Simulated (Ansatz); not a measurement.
Calculation for TiC (rocksalt type): DFT, PBE, all-electron LAPW, scalar-relativistic (Ansatz 0.2.0). This run: rocksalt relaxed under pressure.

The cell comes from a relaxation on PAW files under the same functional, begun from a prototype that needn't be the stable phase.

Command: `ansatz run input.yaml --threads 1 --pin off --max-ram 3584MiB --backend cpu --events-out ev --progress --plain --runs-dir out` It took 29 s on 1 thread of Arm Neoverse V1, on a shared host, peak memory 0.48 GiB.

```yaml
crystal:
  lattice:
    - [0.0, 2.1147521342, 2.1147521342]
    - [2.1147521342, 0.0, 2.1147521342]
    - [2.1147521342, 2.1147521342, 0.0]
  atoms:
    - { symbol: Ti, position: [0.0, 0.0, 0.0] }
    - { symbol: C, position: [0.5, 0.5, 0.5] }
kpoints:
  mp_grid: { grid: [16, 16, 16] }
scf:
  occupations: { method: fermi_dirac, width: 0.08 }
hamiltonian:
  xc: pbe
  pseudopotentials: { kind: all_electron, lapw: { basis_error: 0.0005 } }
output:
  forces: true
  stress: true
  eigenvalues: true
relax:
  f_tol: 0.005
  max_steps: 12
  cell: { p_target: 21.0, stress_tol: 0.03 }
```

Output:

```
The last accepted step is kept in <dir> (removed where the run ends without a failure and the disk answers)
LAPW: plane waves up to 9.892 Å⁻¹, error target 5.0e-4 eV per atom; small_component_spin mean_spin; C in spheres of 0.894 Å, 6 of its electrons in bands, Dirac shells []; Ti in spheres of 1.157 Å, 20 of its electrons in bands, Dirac shells [] (how accurate: hamiltonian.pseudopotentials.lapw.basis_error, Limitations)
Engine: ansatz 0.2.0
Pseudopotentials: kind: all_electron
Pseudopotential: Ti, LAPW, valence charge 20, lapw/all_electron/scalar/gaussian/Ti, Koelling and Harmon's equation, gaussian nucleus
Pseudopotential: C, LAPW, valence charge 6, lapw/all_electron/scalar/gaussian/C, Koelling and Harmon's equation, gaussian nucleus
Functional definition: PBE
  parameter kappa = 0.804
  parameter beta = 0.06672455060314922
  exchange = pbe_x(kappa = kappa, mu = beta*pi^2/3)
  correlation = pbe_c(beta = beta)
Crystal: 2 atoms, lattice volume = 18.915 Å³
Basis set: ecut = 372.7762893428778 eV, 331 PW (Γ), exchange–correlation at level 2
Bands: 17, of which v1, the nominal top of the filled ones, is band 13 counted from 1 (12 counted from 0)
Symmetry: 48 space group operations
Space group: Fm-3m (ITA 225), of the structure as read, at distance tolerance 2.7e-5 Å
k-points: 145 of 4096
Non-local potential: Ti, projectors of the file, none
Non-local potential: C, projectors of the file, none
Initial density: superposition of atomic densities (chi_scale 0.1, normalization cell, long waves kept (reshape's long-wave potential 0.00 eV rms))
Initial wavefunctions: plane waves of lowest kinetic energy (no species holds an atomic orbital)
Functional: x = pbe(κ = 0.804, μ = 0.2195149727645171), c = pbe(β = 0.06672455060314922)
iter 1 solved again at ethr=2.54e-2 eV; its pass at ethr=1.00e-1 eV (dr2=6.60e0 eV) is discarded
SCF iter   1: F=—  HF=-24274.069849 eV  |F-HF|=—  |Δ(HF+E_count)|=         —  Δρ=1.70e-1  dr2=6.60e0  ethr=2.54e-2  ⟨swp⟩=2.0  Hψ=15077  notcnv=0
preconditioner: auto → none  [metal: Δε(μ)=0.024 eV  Ē_g=20.893 eV  σ=0.080 eV  W_gap=0.07  n_scr=8 (ndim 8)  ℏωp=31.9 eV  f_vac=0.000  D(μ)=0.13/eV (n_scr^D=0)  sad-step TF]
iter 2 solved again at ethr=9.76e-4 eV; its pass at ethr=2.54e-2 eV (dr2=2.54e-1 eV) is discarded
SCF iter   2: F=—  HF=-24272.067553 eV  |F-HF|=—  |Δ(HF+E_count)|=    2.00e0  Δρ=4.34e-2  dr2=2.53e-1  ethr=9.76e-4  ⟨swp⟩=2.0  Hψ=12676  notcnv=0
SCF iter   3: F=—  HF=-24271.768833 eV  |F-HF|=—  |Δ(HF+E_count)|=   2.99e-1  Δρ=1.72e-2  dr2=4.55e-2  ethr=9.75e-4  ⟨swp⟩=3.0  Hψ=7804  notcnv=0
SCF iter   4: F=—  HF=-24271.784105 eV  |F-HF|=—  |Δ(HF+E_count)|=         —  Δρ=8.42e-3  dr2=1.26e-2  ethr=1.75e-4  ⟨swp⟩=2.0  Hψ=7437  notcnv=0
the basis was enlarged: its passes take 146.5 KiB over the memory plan, 1 of 1 planned eigensolver slots
SCF iter   5: F=—  HF=-24271.774741 eV  |F-HF|=—  |Δ(HF+E_count)|=   9.36e-3  Δρ=8.00e-4  dr2=7.26e-5  ethr=4.85e-5  ⟨swp⟩=2.6  Hψ=7212  notcnv=0
SCF iter   6: F=—  HF=-24271.774748 eV  |F-HF|=—  |Δ(HF+E_count)|=   7.17e-6  Δρ=9.49e-5  dr2=1.49e-6  ethr=2.79e-7  ⟨swp⟩=3.0  Hψ=7524  notcnv=0
SCF iter   7: F=—  HF=-24271.774747 eV  |F-HF|=—  |Δ(HF+E_count)|=   1.65e-6  Δρ=2.62e-5  dr2=1.31e-7  ethr=5.71e-9  ⟨swp⟩=2.1  Hψ=7003  notcnv=0
SCF iter   8: F=-24271.774746 eV  HF=-24271.774747 eV  |F-HF|=2.27e-8  |Δ(HF+E_count)|=   1.15e-7  Δρ=6.61e-6  dr2=9.35e-9  ethr=5.03e-10  ⟨swp⟩=2.1  Hψ=7005  notcnv=0
SCF 1 converged in 8 iterations: F = -24271.774746 eV  dr2 = 9.35e-9
relax step   1: F+E_penalty+E_count = -24271.77474648 eV  Δ(F+E_penalty+E_count) = +0.000e0 eV  max|allowed force component| = 1.397e-30 eV/Å  Δτ_max = 0.0000 Å  P = +20.995 GPa  Ω = 18.915 Å³  (8 SCF iters, accepted)
Initial density: handed on by an earlier stage of this run
Initial wavefunctions: those handed on with the density
iter 1 solved again at ethr=3.63e-11 eV; its pass at ethr=1.00e-1 eV (dr2=9.43e-9 eV) is discarded
SCF iter   1: F=—  HF=-24271.774746 eV  |F-HF|=—  |Δ(HF+E_count)|=         —  Δρ=6.61e-6  dr2=9.41e-9  ethr=3.63e-11  ⟨swp⟩=4.2  Hψ=12054  notcnv=0
preconditioner: auto → none  [metal: Δε(μ)=0.040 eV  Ē_g=8.357 eV  σ=0.080 eV  W_gap=0.12  n_scr=8 (ndim 8)  ℏωp=24.1 eV  f_vac=0.000  D(μ)=0.31/eV (n_scr^D=0)]
SCF iter   2: F=-24271.774746 eV  HF=-24271.774747 eV  |F-HF|=3.25e-8  |Δ(HF+E_count)|=   3.46e-7  Δρ=9.17e-6  dr2=1.86e-8  ethr=3.62e-11  ⟨swp⟩=3.0  Hψ=7601  notcnv=0
SCF 2 converged in 2 iterations: F = -24271.774746 eV  dr2 = 1.86e-8
relax step   2: F+E_penalty+E_count = -24271.77474648 eV  Δ(F+E_penalty+E_count) = +8.185e-9 eV  max|allowed force component| = 1.003e-30 eV/Å  Δτ_max = 0.0000 Å  P = +20.998 GPa  Ω = 18.915 Å³  stress off target by 2.45e-3 GPa  SCF on the basis re-selected at this cell (its energy is not comparable with the rows above)  (2 SCF iters)
basis re-selected at this cell: Δ(F+E_penalty+E_count) = +8.185e-9 eV, ΔP = +0.002 GPa vs the last step (what re-selecting the basis moved, after the strain that the cell walked since its last selection, with what the two solves' SCF thresholds leave and, on support functions, any second-order correction that the steps lacked; it is no measure of the basis error at this ecutwfc). This SCF's stress stands 2.45e-3 GPa from its target on what of the cell is left free (relax.cell.stress_tol is 3.00e-2 GPa) and its largest allowed force component is 1.00e-30 eV/Å (relax.f_tol is 5.00e-3 eV/Å): within both
SCF converged after 2 iterations
Free energy (F): -24271.774746 eV
Harris-Foulkes:  -24271.774747 eV  (|F-HF|=3.25e-8)
Internal energy: -24271.768337 eV  (E = F + TS)
E sigma→0 (E₀):  -24271.771542 eV
Entropy (-TS):   -0.006409 eV (-3.205 meV/atom)
Fermi energy:    16.427179 eV
--- Per-component energies (eV) ---
  E_band       = -4135.261322
  E_kinetic    = 24499.502778
  E_xc         = -1297.466796
  E_electrostatic = -47473.804320  (all electrons and nuclei)
  E_smearing   = -0.006409  (= −TS)
  E_closure    = 0.000000  (closes the sum)
  E_atoms      = -24254.253874  (free atoms, spherical and without spin; not in F)
  Σ components = -24271.774746   (vs F -24271.774746, Δ=0.00e0)
  Basis errors (estimates in eV, not in F): energy 1.7e-4 per atom: plane waves 1.5e-4 (8.6e-5 summed), levels above the bands 1.2e-15, relativity 1.1e-8, radial functions 2.1e-5, core shells 1.9e-14; eigenvalues (radial functions only) 6.5e-7; not estimated: angular momenta, meshes, grids; target (lapw.basis_error) 5.0e-4; muffin-tin radii C 0.894 Å, Ti 1.157 Å
--- Forces (eV/Å), atoms counted from 1 ---
  atom   1  Ti     0.00000000     0.00000000    -0.00000000
  atom   2  C      0.00000000     0.00000000    -0.00000000
  max |Σ_I F_I| component: 2.73e-30 eV/Å
--- Stress (GPa, compression-positive) ---
       20.997555       0.000000      -0.000000
        0.000000      20.997555      -0.000000
       -0.000000      -0.000000      20.997555
  P = ⅓ Tr σ = 20.9976 GPa (209.976 kbar)
--- Band table (eV; the first three rows and the last of 145) ---
  k-point 0: bands = ["-514.1020", "-421.3538", "-421.3538", "-421.3538", "-248.0473", "-39.9086", "-15.9044", "-15.9044", "-15.9044", "3.7047", "17.1495", "17.1495", "17.1495", "18.1955", "18.1955", "18.1955", "18.3079"]
  k-point 1: bands = ["-514.1020", "-421.3538", "-421.3538", "-421.3538", "-248.0473", "-39.9047", "-15.9303", "-15.9067", "-15.9067", "3.8018", "16.6699", "16.9286", "16.9286", "17.5251", "17.5251", "18.4709", "19.3431"]
  k-point 2: bands = ["-514.1020", "-421.3538", "-421.3538", "-421.3538", "-248.0473", "-39.8938", "-16.0035", "-15.9133", "-15.9133", "4.0865", "15.7424", "16.1044", "16.1044", "17.6141", "17.6141", "18.8501", "20.4969"]
  k-point 144: bands = ["-514.1020", "-421.3538", "-421.3538", "-421.3538", "-248.0473", "-39.7737", "-16.2980", "-16.2980", "-16.1328", "6.7103", "13.1563", "13.1563", "13.5538", "19.4743", "19.4743", "20.3268", "22.1647"]
--- Relaxed structure (1 steps of the walk, 1 accepted, 1 SCFs on fresh bases) ---
  F+E_penalty+E_count = -24271.77474648 eV   max|allowed force component| = 1.003e-30 eV/Å   (the final SCF, on the basis selected at the relaxed cell)
  cell:  # Å, volume = 18.9151 Å³
    - [0.0, 2.1147521342, 2.1147521342]
    - [2.1147521342, 0.0, 2.1147521342]
    - [2.1147521342, 2.1147521342, 0.0]
  atoms:
    - { symbol: Ti, position: [0.0, 0.0, 0.0] }
    - { symbol: C, position: [0.5, 0.5, 0.5] }
```

Next run (CsCl relaxed under pressure), as changes to the input before:

```diff
   lattice:
-    - [0.0, 2.1147521342, 2.1147521342]
-    - [2.1147521342, 0.0, 2.1147521342]
-    - [2.1147521342, 2.1147521342, 0.0]
+    - [2.6385000112, 0.0, 0.0]
+    - [0.0, 2.6385000112, 0.0]
+    - [0.0, 0.0, 2.6385000112]
   atoms:
 kpoints:
-  mp_grid: { grid: [16, 16, 16] }
+  mp_grid: { grid: [14, 14, 14] }
 scf:
```

Results part of the output:

```
basis re-selected at this cell: Δ(F+E_penalty+E_count) = +3.701e-8 eV, ΔP = +0.002 GPa vs the last step (what re-selecting the basis moved, after the strain that the cell walked since its last selection, with what the two solves' SCF thresholds leave and, on support functions, any second-order correction that the steps lacked; it is no measure of the basis error at this ecutwfc). This SCF's stress stands 4.79e-3 GPa from its target on what of the cell is left free (relax.cell.stress_tol is 3.00e-2 GPa) and its largest allowed force component is 1.40e-31 eV/Å (relax.f_tol is 5.00e-3 eV/Å): within both
SCF converged after 2 iterations
Free energy (F): -24269.438550 eV
Harris-Foulkes:  -24269.438550 eV  (|F-HF|=4.88e-8)
Internal energy: -24269.385523 eV  (E = F + TS)
E sigma→0 (E₀):  -24269.412037 eV
Entropy (-TS):   -0.053027 eV (-26.514 meV/atom)
Fermi energy:    17.426913 eV
--- Per-component energies (eV) ---
  E_band       = -3085.108658
  E_kinetic    = 24496.836366
  E_xc         = -1297.186068
  E_electrostatic = -47469.035820  (all electrons and nuclei)
  E_smearing   = -0.053027  (= −TS)
  E_closure    = 0.000000  (closes the sum)
  E_atoms      = -24254.253874  (free atoms, spherical and without spin; not in F)
  Σ components = -24269.438550   (vs F -24269.438550, Δ=0.00e0)
  Basis errors (estimates in eV, not in F): energy 1.0e-4 per atom: plane waves 8.8e-5 (5.0e-5 summed), levels above the bands 3.0e-23, relativity 8.3e-9, radial functions 1.5e-5, core shells 1.1e-7; eigenvalues (radial functions only) 4.6e-7; not estimated: angular momenta, meshes, grids; target (lapw.basis_error) 5.0e-4; muffin-tin radii C 0.962 Å, Ti 1.254 Å
--- Forces (eV/Å), atoms counted from 1 ---
  atom   1  Ti     0.00000000    -0.00000000    -0.00000000
  atom   2  C     -0.00000000     0.00000000     0.00000000
  max |Σ_I F_I| component: 2.47e-31 eV/Å
--- Stress (GPa, compression-positive) ---
       21.004786      -0.000000       0.000000
       -0.000000      21.004786       0.000000
        0.000000       0.000000      21.004786
  P = ⅓ Tr σ = 21.0048 GPa (210.048 kbar)
--- Band table (eV; the first three rows and the last of 120) ---
  k-point 0: bands = ["-420.3645", "-420.3645", "-420.3645", "-247.7662", "-39.1310", "-14.9508", "-14.9508", "-14.9508", "3.9550", "15.6322", "15.6322", "19.0303", "19.0303", "19.0303", "21.0596", "21.0596"]
  k-point 1: bands = ["-420.3645", "-420.3645", "-420.3645", "-247.7662", "-39.1245", "-15.0016", "-14.9461", "-14.9461", "4.0628", "15.5173", "15.6763", "18.7571", "18.7571", "18.9995", "21.0724", "21.3530"]
  k-point 2: bands = ["-420.3645", "-420.3645", "-420.3645", "-247.7662", "-39.1060", "-15.1422", "-14.9328", "-14.9328", "4.3774", "15.0736", "15.8026", "18.1980", "18.1980", "19.0965", "21.1087", "21.9766"]
  k-point 119: bands = ["-420.3645", "-420.3645", "-420.3645", "-247.7662", "-38.7498", "-15.5777", "-15.5777", "-15.5777", "10.9211", "11.5513", "11.5513", "11.5513", "22.5570", "22.5570", "24.9509", "24.9509"]
--- Relaxed structure (2 steps of the walk, 2 accepted, 2 SCFs on fresh bases) ---
  F+E_penalty+E_count = -24269.43855025 eV   max|allowed force component| = 1.397e-31 eV/Å   (the final SCF, on the basis selected at the relaxed cell)
  cell:  # Å, volume = 18.3701 Å³
    - [2.638581052097222, -2.0061770254033706e-36, 0.0]
    - [1.0030885127016853e-36, 2.638581052097222, 0.0]
    - [0.0, 0.0, 2.638581052097222]
  atoms:
    - { symbol: Ti, position: [-4.909093465297727e-91, -8.910322879154872e-39, -5.940215252769914e-39] }
    - { symbol: C, position: [0.5, 0.5, 0.5] }
```

Next run (WC relaxed under pressure), as changes to the input before:

```diff
   lattice:
-    - [2.6385000112, 0.0, 0.0]
-    - [0.0, 2.6385000112, 0.0]
-    - [0.0, 0.0, 2.6385000112]
+    - [2.9422699631, 0.0, 0.0]
+    - [-1.4711349816, 2.5480805328, 0.0]
+    - [0.0, 0.0, 2.6516642858]
   atoms:
-    - { symbol: C, position: [0.5, 0.5, 0.5] }
+    - { symbol: C, position: [0.3333333333, 0.6666666667, 0.5] }
 kpoints:
-  mp_grid: { grid: [14, 14, 14] }
+  mp_grid: { grid: [16, 16, 14] }
 scf:
```

Command: `ansatz run input.yaml --threads 1 --pin off --max-ram 3584MiB --backend cpu --events-out ev --progress --plain --runs-dir out` It took 71 s on 1 thread of Arm Neoverse V1, with other jobs on the host, peak memory 0.54 GiB.

Results part of the output:

```
basis re-selected at this cell: Δ(F+E_penalty+E_count) = -9.066e-9 eV, ΔP = -0.002 GPa vs the last step (what re-selecting the basis moved, after the strain that the cell walked since its last selection, with what the two solves' SCF thresholds leave and, on support functions, any second-order correction that the steps lacked; it is no measure of the basis error at this ecutwfc). This SCF's stress stands 1.33e-2 GPa from its target on what of the cell is left free (relax.cell.stress_tol is 3.00e-2 GPa) and its largest allowed force component is 1.20e-16 eV/Å (relax.f_tol is 5.00e-3 eV/Å): within both
SCF converged after 2 iterations
Free energy (F): -24270.396909 eV
Harris-Foulkes:  -24270.396909 eV  (|F-HF|=3.72e-9)
Internal energy: -24270.390359 eV  (E = F + TS)
E sigma→0 (E₀):  -24270.393634 eV
Entropy (-TS):   -0.006550 eV (-3.275 meV/atom)
Fermi energy:    15.366510 eV
--- Per-component energies (eV) ---
  E_band       = -3124.835598
  E_kinetic    = 24498.554410
  E_xc         = -1297.045193
  E_electrostatic = -47471.899576  (all electrons and nuclei)
  E_smearing   = -0.006550  (= −TS)
  E_closure    = 0.000000  (closes the sum)
  E_atoms      = -24254.253874  (free atoms, spherical and without spin; not in F)
  Σ components = -24270.396909   (vs F -24270.396909, Δ=0.00e0)
  Basis errors (estimates in eV, not in F): energy 1.7e-4 per atom: plane waves 1.4e-4 (8.5e-5 summed), levels above the bands 2.0e-31, relativity 1.1e-8, radial functions 2.3e-5, core shells 6.7e-7; eigenvalues (radial functions only) 4.2e-7; not estimated: angular momenta, meshes, grids; target (lapw.basis_error) 5.0e-4; muffin-tin radii C 0.912 Å, Ti 1.179 Å
--- Forces (eV/Å), atoms counted from 1 ---
  atom   1  Ti     0.00000000    -0.00000000    -0.00000000
  atom   2  C     -0.00000000     0.00000000     0.00000000
  max |Σ_I F_I| component: 1.30e-16 eV/Å
--- Stress (GPa, compression-positive) ---
       21.011968       0.000000      -0.000000
        0.000000      21.011968      -0.000000
       -0.000000      -0.000000      21.013329
  P = ⅓ Tr σ = 21.0124 GPa (210.124 kbar)
--- Band table (eV; the first three rows and the last of 240) ---
  k-point 0: bands = ["-422.2378", "-422.2378", "-422.1244", "-248.7475", "-40.8283", "-16.9442", "-16.9442", "-16.5055", "3.0841", "13.7976", "13.7976", "14.3302", "17.7734", "19.1391", "19.1391", "21.6722"]
  k-point 1: bands = ["-422.2378", "-422.2378", "-422.1244", "-248.7475", "-40.8223", "-16.9396", "-16.9396", "-16.5533", "3.1940", "13.8553", "13.8553", "14.2203", "17.7529", "18.8829", "18.8829", "21.7770"]
  k-point 2: bands = ["-422.2378", "-422.2378", "-422.1244", "-248.7475", "-40.8053", "-16.9266", "-16.9266", "-16.6858", "3.5149", "13.8077", "14.0216", "14.0216", "17.8448", "18.3058", "18.3058", "21.9041"]
  k-point 239: bands = ["-422.2378", "-422.2378", "-422.1244", "-248.7475", "-40.6188", "-17.2577", "-17.2351", "-17.1549", "6.6400", "10.5916", "11.5433", "15.0912", "16.5983", "20.0000", "20.9956", "21.3094"]
--- Relaxed structure (1 steps of the walk, 1 accepted, 1 SCFs on fresh bases) ---
  F+E_penalty+E_count = -24270.39690905 eV   max|allowed force component| = 1.203e-16 eV/Å   (the final SCF, on the basis selected at the relaxed cell)
  cell:  # Å, volume = 19.8799 Å³
    - [2.942269963078925, 2.8867326301662446e-11, 0.0]
    - [-1.4711349815644625, 2.5480805328038176, 0.0]
    - [0.0, 0.0, 2.6516642858]
  atoms:
    - { symbol: Ti, position: [3.0814879110195774e-33, -3.700743415524893e-17, 0.0] }
    - { symbol: C, position: [0.33333333333333326, 0.6666666666666665, 0.49999999999999994] }
```

Next run (single point at the cell that PAW relaxed from the NiAs type at 21 GPa), as changes to the input before:

```diff
   lattice:
-    - [2.9422699631, 0.0, 0.0]
-    - [-1.4711349816, 2.5480805328, 0.0]
-    - [0.0, 0.0, 2.6516642858]
+    - [2.9546757077, 0.0, 0.0]
+    - [-1.4773378539, 2.5588242228, 0.0]
+    - [0.0, 0.0, 5.2703176437]
   atoms:
-    - { symbol: C, position: [0.3333333333, 0.6666666667, 0.5] }
+    - { symbol: Ti, position: [0.0, 0.0, 0.5] }
+    - { symbol: C, position: [0.3333333333, 0.6666666667, 0.25] }
+    - { symbol: C, position: [0.6666666667, 0.3333333333, 0.75] }
 kpoints:
-  mp_grid: { grid: [16, 16, 14] }
+  mp_grid: { grid: [11, 11, 6] }
 scf:
   eigenvalues: true
-relax:
-  f_tol: 0.005
-  max_steps: 12
-  cell: { p_target: 21.0, stress_tol: 0.03 }
+  populations: true
```

Results part of the output:

```
SCF 1 converged in 10 iterations: F = -48541.770315 eV  dr2 = 3.38e-9
SCF converged after 10 iterations
Free energy (F): -48541.770315 eV
Harris-Foulkes:  -48541.770315 eV  (|F-HF|=2.82e-9)
Internal energy: -48541.750555 eV  (E = F + TS)
E sigma→0 (E₀):  -48541.760435 eV
Entropy (-TS):   -0.019760 eV (-4.940 meV/atom)
Fermi energy:    15.313689 eV
--- Per-component energies (eV) ---
  E_band       = -6259.503590
  E_kinetic    = 48998.196890
  E_xc         = -2593.476993
  E_electrostatic = -94946.470452  (all electrons and nuclei)
  E_smearing   = -0.019760  (= −TS)
  E_closure    = 0.000000  (closes the sum)
  E_atoms      = -48508.507748  (free atoms, spherical and without spin; not in F)
  Σ components = -48541.770315   (vs F -48541.770315, Δ=0.00e0)
  Basis errors (estimates in eV, not in F): energy 1.6e-4 per atom: plane waves 1.4e-4 (7.7e-5 summed), levels above the bands 6.7e-20, relativity 8.5e-9, radial functions 2.0e-5, core shells 2.7e-7; eigenvalues (radial functions only) 1.3e-6; not estimated: angular momenta, meshes, grids; target (lapw.basis_error) 5.0e-4; muffin-tin radii C 0.939 Å, Ti 1.217 Å
--- Forces (eV/Å), atoms counted from 1 ---
  atom   1  Ti    -0.00000000     0.00000000     0.00000000
  atom   2  Ti    -0.00000000     0.00000000    -0.00000000
  atom   3  C     -0.00000000     0.00000000     0.00000000
  atom   4  C      0.00000000    -0.00000000     0.00000000
  max |Σ_I F_I| component: 9.25e-18 eV/Å
--- Stress (GPa, compression-positive) ---
       20.979822       0.000000       0.000000
        0.000000      20.979822       0.000000
        0.000000       0.000000      20.983209
  P = ⅓ Tr σ = 20.9810 GPa (209.810 kbar)
--- Band table (eV; the first three rows and the last of 64) ---
  k-point 0: bands = ["-422.4471", "-422.4471", "-422.4471", "-422.4471", "-422.3772", "-422.3772", "-248.9707", "-248.9707", "-41.0325", "-40.9004", "-17.7150", "-17.1009", "-17.1009", "-17.0008", "-17.0008", "-16.7611", "3.0645", "6.2222", "9.7453", "13.0506", "13.0506", "14.1474", "16.6089", "16.6089", "16.6468", "16.6468", "16.6877", "17.5773", "17.5773"]
  k-point 1: bands = ["-422.4471", "-422.4471", "-422.4471", "-422.4471", "-422.3772", "-422.3772", "-248.9707", "-248.9707", "-41.0238", "-40.9093", "-17.6543", "-17.0942", "-17.0942", "-17.0075", "-17.0075", "-16.8285", "3.2110", "5.8428", "10.2131", "13.1792", "13.1792", "13.9701", "15.9251", "15.9251", "16.7436", "16.7436", "16.7840", "17.9357", "17.9357"]
  k-point 2: bands = ["-422.4471", "-422.4471", "-422.4471", "-422.4471", "-422.3772", "-422.3772", "-248.9707", "-248.9707", "-40.9998", "-40.9338", "-17.4861", "-17.0760", "-17.0760", "-17.0260", "-17.0260", "-17.0097", "3.6325", "5.0681", "11.2356", "13.3616", "13.5590", "13.5590", "14.9833", "14.9833", "17.0178", "17.0178", "17.2226", "17.8154", "17.8154"]
  k-point 63: bands = ["-422.4471", "-422.4471", "-422.4471", "-422.4471", "-422.3772", "-422.3772", "-248.9707", "-248.9707", "-40.8837", "-40.8837", "-17.4515", "-17.4515", "-17.3504", "-17.3504", "-17.1338", "-17.1338", "6.2318", "6.2318", "11.1112", "11.1112", "12.6780", "12.6780", "13.2480", "13.2480", "16.7712", "16.7712", "18.6853", "18.6853", "19.6115"]
--- Löwdin populations: 4 sites ---
  site symbol       q [e]
     0     Ti     21.1267
     1     Ti     21.1267
     2      C      6.8290
     3      C      6.8290
  spilling = 0.001582 (of n_electrons = 56.000000)
```
